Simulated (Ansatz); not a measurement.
# Ag: moving one atom along a line

This session takes Ag and sets out to map the energy as atom 1 (Ag) is pushed off its site.

Method: DFT PBE, scalar-relativistic, plane waves, PAW, in Ansatz 0.2.0.

2 further runs of the same task are left out: 2 set aside as unsound or not needed.

## (1) The system as given

It takes space group Fm-3m (No. 225, cubic). Conventional cell: a = 4.147 Å, b = 4.147 Å, c = 4.147 Å, α = 90.00°, β = 90.00°, γ = 90.00°. Ag (site symmetry m-3m) is surrounded by 12 Ag at 2.93 Å.

As a file:

```cif
data_structure
_symmetry_space_group_name_H-M 'Fm-3m'
_symmetry_Int_Tables_number 225
_cell_length_a 4.1472
_cell_length_b 4.1472
_cell_length_c 4.1472
_cell_angle_alpha 90.000
_cell_angle_beta 90.000
_cell_angle_gamma 90.000
_cell_volume 71.33
loop_
_atom_site_label
_atom_site_type_symbol
_atom_site_symmetry_multiplicity
_atom_site_Wyckoff_symbol
_atom_site_fract_x
_atom_site_fract_y
_atom_site_fract_z
_atom_site_occupancy
Ag1 Ag 4 a 0.00000 0.00000 0.00000 1
```

It is built from the cell relaxed beforehand with the same method (17.83 Å³/atom).

## (2) The reference: the undisturbed cell on the scan's mesh

input.yaml

```yaml
crystal:
  lattice:
    - [-4.1471913969, 4.1471913969, 0.0]
    - [-4.1471913969, 0.0, 4.1471913969]
    - [0.0, 4.1471913969, 4.1471913969]
  atoms:
    - { symbol: Ag, position: [0.0, 0.0, 0.0] }
    - { symbol: Ag, position: [0.5, 0.0, 0.0] }
    - { symbol: Ag, position: [0.0, 0.5, 0.0] }
    - { symbol: Ag, position: [0.0, 0.0, 0.5] }
    - { symbol: Ag, position: [0.5, 0.5, 0.0] }
    - { symbol: Ag, position: [0.5, 0.0, 0.5] }
    - { symbol: Ag, position: [0.0, 0.5, 0.5] }
    - { symbol: Ag, position: [0.5, 0.5, 0.5] }
basis:
  ecutwfc: 420
kpoints:
  mp_grid: { grid: [12, 12, 12] }
hamiltonian:
  xc: pbe
scf:
  occupations: { method: gaussian, width: 0.15 }
output:
  forces: true
  stress: true
  eigenvalues: true
  write_density: true
  write_potential: true
  elf: true
  volumetric_format: npy
```

Launch:

```console
$ ansatz run input.yaml --threads 1 --pin off --max-ram 2560MiB --backend cpu --events-out ev --progress --plain --runs-dir out
```

## (3) Setting up moving one atom along a line

Atom 1 (Ag) is moved by x along the Cartesian unit vector (0.707, -0.707, 0.000); the cell and all other atoms stay fixed. Forces below are components along that vector, summed over the moved atoms. In a periodic cell its images move with it.

## (4) Point x = -0.200 Å

Changes to input.yaml since step 2:

```diff
@@ -6,3 +6,3 @@
   atoms:
-    - { symbol: Ag, position: [0.0, 0.0, 0.0] }
+    - { symbol: Ag, position: [0.0341005135, 0.0, 0.0] }
     - { symbol: Ag, position: [0.5, 0.0, 0.0] }
```

## (5) x = 0.160 Å

Changes to input.yaml since step 4:

```diff
@@ -6,3 +6,3 @@
   atoms:
-    - { symbol: Ag, position: [0.0341005135, 0.0, 0.0] }
+    - { symbol: Ag, position: [-0.0272804108, 0.0, 0.0] }
     - { symbol: Ag, position: [0.5, 0.0, 0.0] }
@@ -26,5 +26 @@
   eigenvalues: true
-  write_density: true
-  write_potential: true
-  elf: true
-  volumetric_format: npy
```

## (6) At x = -0.120 Å

Changes to input.yaml since step 5:

```diff
@@ -6,3 +6,3 @@
   atoms:
-    - { symbol: Ag, position: [-0.0272804108, 0.0, 0.0] }
+    - { symbol: Ag, position: [0.0204603081, 0.0, 0.0] }
     - { symbol: Ag, position: [0.5, 0.0, 0.0] }
```

(Steps that only read results are left out.)

Q: Predict the outcome of this session.

As calculated:

| quantity | value |
| --- | --- |
| force constant along x, from the points at -0.120, 0 and 0.160 Å | 4.80 eV/Å² |

In words: Near the site the force constant is 4.80 eV/Å²; for the mass of Ag against a rigid frame that is a vibration of about 110 cm⁻¹. The step of 0.16 Å is wide, so anharmonic terms mix in. No sampled point lies below the undisturbed cell.
